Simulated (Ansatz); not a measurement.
# BN (P6_3/mmc): the dielectric response by several routes, part 2 of 2

Wanted: ε∞ of BN (P6_3/mmc) from perturbation theory, a sum over states and the RPA step of G0W0, with cost.

Ansatz 0.2.0; linear response on PBE, plane waves, PAW. Known limits of the many-body steps: not at the basis limit; coarse k mesh.

So far. Step 2 (Response to a homogeneous field): One over ε∞ averages 0.26, near the quarter of exact exchange in PBE0. Step 3 (Independent-particle spectrum): The sum gives ε∞ = 4.84 and 3.02 without local fields.

The database entry behind the starting cell differs from later determinations by our own check (about 0.3 % short, minor phase), so it need not match the best structure at ambient conditions.

**3. Independent-particle spectrum (continued)**

Level of this step: independent-particle optics on PBE, plane waves, PAW (Ansatz).

Independent particles, no local fields, Gaussian width 0.2 eV. ε₁ against photon energy:

| photon energy (eV) | xx=yy | zz |
| --- | --- | --- |
| 0.0 | 4.82 | 2.98 |
| 0.5 | 4.84 | 2.99 |
| 1.0 | 4.89 | 3.00 |
| 1.5 | 5.00 | 3.03 |
| 2.0 | 5.16 | 3.07 |
| 2.5 | 5.41 | 3.13 |
| 3.0 | 5.77 | 3.21 |
| 3.5 | 6.35 | 3.33 |
| 4.0 | 7.42 | 3.54 |
| 4.5 | 10.7 | 4.19 |
| 5.0 | 10.1 | 3.64 |
| 5.5 | 8.38 | 3.10 |
| 6.0 | -1.48 | 2.99 |
| 6.5 | -1.91 | 3.05 |
| 7.0 | -0.868 | 3.23 |
| 7.5 | -0.136 | 3.51 |
| 8.0 | 0.452 | 3.89 |
| 8.5 | 0.950 | 4.45 |
| 9.0 | 1.39 | 5.54 |
| 9.5 | 1.80 | 8.45 |
| 10.0 | 2.20 | 4.50 |
| 10.5 | 2.67 | 1.40 |
| 11.0 | 3.12 | 0.932 |
| 11.5 | 3.48 | 0.711 |
| 12.0 | 4.20 | 0.298 |
| 12.5 | 5.56 | 1.70 |
| 13.0 | 8.75 | 3.61 |
| 13.5 | 5.44 | 1.23 |
| 14.0 | 2.96 | -1.53 |
| 14.5 | -1.14 | -1.88 |
| 15.0 | -1.32 | -1.15 |
| 15.5 | -1.34 | -0.433 |
| 16.0 | -1.22 | -0.0921 |
| 16.5 | -0.980 | 0.228 |
| 17.0 | -1.06 | 0.560 |
| 17.5 | -1.08 | 0.890 |
| 18.0 | -0.987 | 1.35 |
| 18.5 | -1.04 | 0.482 |
| 19.0 | -0.909 | 0.551 |
| 19.5 | -0.815 | 0.546 |
| 20.0 | -0.733 | 0.412 |
| 20.5 | -0.671 | 0.310 |
| 21.0 | -0.608 | 0.340 |
| 21.5 | -0.544 | 0.301 |
| 22.0 | -0.580 | 0.497 |
| 22.5 | -0.378 | 0.782 |
| 23.0 | -0.313 | 0.924 |
| 23.5 | -0.289 | 0.809 |
| 24.0 | -0.226 | 0.506 |
| 24.5 | -0.152 | 0.698 |
| 25.0 | -0.0866 | 0.787 |

**4. RPA screening from the G0W0 run**

G0W0 replaces the xc potential by the self-energy, built once from these orbitals. Only a window of levels is corrected, while the sums run over the empty bands that the input names.

This step: G0W0 on PBE, plane waves, PAW.

input.yaml

```yaml
crystal:
  lattice:
    - [2.49824, 0.0, 0.0]
    - [-1.24912, 2.1635393048, 0.0]
    - [0.0, 0.0, 6.6357]
  atoms:
    - { symbol: B, position: [0.3333333333, 0.6666666667, 0.25] }
    - { symbol: B, position: [0.6666666667, 0.3333333333, 0.75] }
    - { symbol: "N", position: [0.3333333333, 0.6666666667, 0.75] }
    - { symbol: "N", position: [0.6666666667, 0.3333333333, 0.25] }
kpoints:
  mp_grid: { grid: [9, 9, 2] }
hamiltonian:
  xc: pbe
scf:
  occupations: { method: fixed }
gw:
  n_empty_bands: 230
  ecut_chi: 200.0
  qp_bands: [v2, c2]
  qp_kpoints: band_edges
  screening: { model: contour_deformation }
```

Started as:

```
ansatz run input.yaml --threads 2 --pin off --max-ram 92160MiB --backend cuda --events-out ev --progress --plain --runs-dir out --devices 1 --max-vram 13GiB  # rebuilt from the run's record
```

Numbers of over 12 decimals in the logs are rounded to 6 here.

The program printed:

```text
GPUs: using 1 of 1 available (devices: 1).
[...]
GPU FFT provider: cuFFT
GPU libraries: cuBLAS 13.8.2, cuFFT 12.4.0, cuSOLVER 12.3.4
Crystal: 4 atoms, lattice volume = 35.866 Å³
Basis set: ecut = 420 eV, 689 PW (Γ)
Bands: 12, of which v1, the nominal top of the filled ones, is band 8 counted from 1 (7 counted from 0)
Symmetry: 24 space group operations
[...]
k-points: 24 of 162
[...]
1    10     12.4367    -6.3642    -4.5540   -11.4058  0.8126    12.9271    12.9244  root
[...]
23     7      4.7935   -20.6259     2.3886   -17.2111  0.7810     3.7555     3.7673  root
    23     8      4.7935   -20.6259     2.3886   -17.2111  0.7810     3.7555     3.7673  root
    23     9      9.4569    -6.1903    -4.6552   -11.5679  0.8097    10.1847    10.1793  root
    23    10      9.4569    -6.1903    -4.6552   -11.5679  0.8097    10.1847    10.1793  root
[key lines of the parts left out:]
SCF converged after 6 iterations
Free energy (F): -1084.801081 eV
Fermi energy:    4.793511 eV
```

Wall time 17 s (1 × NVIDIA H100 80GB HBM3 (shared by 6 runs) with 2 threads of AMD EPYC 7R13 (Zen 3), shared host); peak memory 1.3 GiB; 22 s of CPU time.

This step gave:

* bands summed: 238
* RPA ε∞ on this mesh (eigenvalues): 2.531, 4.531, 4.531
* plane waves in the screening matrix: 225
* G0W0 gap on the mesh: 6.066 eV
* k of the valence top: 0.3333, 0.3333, -0.5
* k of the conduction bottom: 0.1111, 0.4444, 0
* starting gap on the mesh: 4.413 eV
* least direct G0W0 gap on the computed points: 6.398 eV

The gap on the mesh goes from 4.41 eV to 6.07 eV, a correction of +1.65 eV. Between the two edge states, bare exchange in place of the xc potential would open the gap by 8.50 eV, and correlation takes back 6.85 eV.

Mean over the mesh in bins of 0.25 1/Å. Table of static inverse dielectric function, diagonal by length of q+G:

length of q+G (Å⁻¹), static inverse dielectric function, diagonal and a bar from the least value:
```
     0.32      0.245 
     0.56      0.341 ####
     0.77      0.345 ####
     1.03      0.419 #######
     1.26      0.460 #########
     1.51      0.524 ###########
     1.76      0.577 #############
     2.01      0.632 ################
     2.25      0.678 ##################
     2.51      0.724 ###################
     2.76      0.757 #####################
     3.00      0.790 ######################
     3.25      0.817 #######################
     3.49      0.840 ########################
     3.74      0.861 #########################
     3.99      0.879 ##########################
     4.26      0.895 ##########################
     4.51      0.909 ###########################
     4.76      0.921 ###########################
     5.00      0.932 ############################
     5.25      0.941 ############################
     5.50      0.950 #############################
     5.75      0.958 #############################
     6.00      0.965 #############################
     6.25      0.971 #############################
     6.51      0.976 ##############################
     6.76      0.980 ##############################
     7.00      0.984 ##############################
     7.18      0.986 ##############################
```

**5. The values together**

Times are wall times on 1 × NVIDIA H100 80GB HBM3 (shared by 6 runs) with 2 threads of AMD EPYC 7R13 (Zen 3), shared host, good to a factor of about two.

| method | mesh | ε∞, low | middle | high | mean | time |
| --- | --- | --- | --- | --- | --- | --- |
| perturbation theory (local fields and xc kernel) | 9×9×4 (response on 400 points) | 2.69 | 4.74 | 4.74 | 4.06 | 18 s |
| sum over states (no local fields) | 12×12×4 | 3.02 | 4.84 | 4.84 | 4.23 | 23 s |
| RPA with local fields, on the GW mesh | 9×9×2 | 2.53 | 4.53 | 4.53 | 3.86 | 17 s |

**6. Outcome**

```yaml
perturbation_theory_local_fields_and_xc_kernel: 2.69, 4.74, 4.74
sum_over_states_no_local_fields: 3.02, 4.84, 4.84
rpa_with_local_fields_on_the_gw_mesh: 2.53, 4.53, 4.53
```

In words: Mean Born effective charge: B1 2.06, N3 -2.06 e. The most distinct maxima of the ε₂ (xx=yy) lie at 5.7 and 14.1 eV, the highest at 5.7 eV. The loss function (xx=yy) has a distinct peak at 8 eV. The sum without local fields gives 4.23 in the mean against 4.06 by perturbation theory; local fields lower ε∞ and the xc kernel gives part of it back, though the sum also carries the error of its own mesh. The RPA values on the 9×9×2 mesh average 0.95 times those of perturbation theory (means 3.86 and 4.06, which can hide unlike anisotropies). Without the xc kernel RPA should lie a little lower, as the mean does. PBE usually puts the gap too low, which tends to raise ε∞. Ions are clamped, so the lattice part of the static constant is not in these numbers.

[Paths, hosts, dates, memory and timing lines, banners, echoed tables and standing remarks are left out of the program output.]

[Logs are printed without paths, hosts, clocks, repeated set-up lines and the standing remarks that a program may print on its own settings, such as how far it seeks lower states.]

[Runs of the session that timed out or met a known fault of the program may be left out.]

[Cells called generated may have been cut or substituted from an entry of the Crystallography Open Database or the Materials Project.]

[Hosts, paths, dates, database ids (printed as entryN), source tags and the programs' standing remarks are cut or masked in the printed files.]
